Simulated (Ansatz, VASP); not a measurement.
**Two plane-wave programs on PbO**

The input INCAR:

```
SYSTEM = PbO
PREC = Accurate
ENCUT = 520
EDIFF = 1E-7
ISMEAR = 0
SIGMA = 0.02
LREAL = .FALSE.
LASPH = .TRUE.
NELM = 80
ALGO = Normal
ISIF = 2
LWAVE = .FALSE.
LCHARG = .FALSE.
GGA = PS
NBANDS = 28
```

KPOINTS

```
Automatic mesh
0
G
  8 8 6
  0 0 0
```

Contents of POSCAR:

```
PbO
1.0
    3.9874851108      0.0000000000      0.0000000000
    0.0000000000      3.9874851108      0.0000000000
    0.0000000000      0.0000000000      5.0798996428
Pb O
2 2
Direct
    0.0000000000      0.5000000000      0.2331620937
    0.5000000000      0.0000000000      0.7668379063
    0.0000000000      0.0000000000      0.0000000000
    0.5000000000      0.5000000000      0.0000000000
```

Input for Ansatz:

```yaml
crystal:
  lattice:
    - [3.9874851108, 0.0, 0.0]
    - [0.0, 3.9874851108, 0.0]
    - [0.0, 0.0, 5.0798996428]
  atoms:
    - { symbol: Pb, position: [0.0, 0.5, 0.2331620937] }
    - { symbol: Pb, position: [0.5, 0.0, 0.7668379063] }
    - { symbol: O, position: [0.0, 0.0, 0.0] }
    - { symbol: O, position: [0.5, 0.5, 0.0] }
basis:
  ecutwfc: 420
kpoints:
  mp_grid: { grid: [8, 8, 6] }
hamiltonian:
  xc: pbesol
scf:
  occupations: { method: gaussian, width: 0.02 }
output:
  forces: false
  stress: false
  eigenvalues: true
  eigenstates:
    kpoints:
      - [-0.083333, -0.078125, 0.0]
      - [-0.070640441, -0.078125, 0.0]
      - [-0.096025559, -0.078125, 0.0]
      - [-0.083333, -0.065432441, 0.0]
      - [-0.083333, -0.090817559, 0.0]
      - [-0.083333, -0.078125, 0.016169823]
      - [-0.083333, -0.078125, -0.016169823]
      - [-0.074358005, -0.069150005, 0.0]
      - [-0.092307995, -0.087099995, 0.0]
      - [-0.074358005, -0.078125, 0.011433791]
      - [-0.092307995, -0.078125, -0.011433791]
      - [-0.083333, -0.069150005, 0.011433791]
      - [-0.083333, -0.087099995, -0.011433791]
      - [-0.076004947, -0.070796947, 0.009335652]
      - [-0.090661053, -0.085453053, -0.009335652]
      - [0.5, 0.5, 0.0]
      - [0.512692559, 0.5, 0.0]
      - [0.487307441, 0.5, 0.0]
      - [0.5, 0.512692559, 0.0]
      - [0.5, 0.487307441, 0.0]
      - [0.5, 0.5, 0.016169823]
      - [0.5, 0.5, -0.016169823]
      - [0.508974995, 0.508974995, 0.0]
      - [0.491025005, 0.491025005, 0.0]
      - [0.508974995, 0.5, 0.011433791]
      - [0.491025005, 0.5, -0.011433791]
      - [0.5, 0.508974995, 0.011433791]
      - [0.5, 0.491025005, -0.011433791]
      - [0.507328053, 0.507328053, 0.009335652]
      - [0.492671947, 0.492671947, -0.009335652]
    e_range: [-2.731308, 2.731308]
checkpoint:
  read: start.run
  write: ck
  compress: false
  write_wavefunctions: false
  write_every: 100000
```

Alike in both runs: task single point; functional PBEsol; k mesh 8 × 8 × 6; occupations gaussian, width 0.02 eV; no spin polarisation.

```csv
,VASP,Ansatz
version,VASP 6.6.1,Ansatz 0.2.0
potentials or method,"VASP PAW PBE potentials, release 64 (Pb_d, O)","scalar-relativistic, plane waves, PAW"
plane-wave cutoff (eV),520,420
valence electrons in the cell,40,40
```

|  | VASP | Ansatz | Ansatz less VASP |
| --- | --- | --- | --- |
| gap on the k mesh at the Fermi level (eV) | 1.24 | 1.23 | -0.006 |
| least direct gap on the mesh (eV) | 2.20 | 2.21 | +0.016 |

The functional is the same, so the differences come from potentials, cutoffs and numerics.

Caveats: spin-orbit coupling is left out, which as a rule narrows the gap of such compounds by several tenths of an eV. A k mesh can miss the band edges.
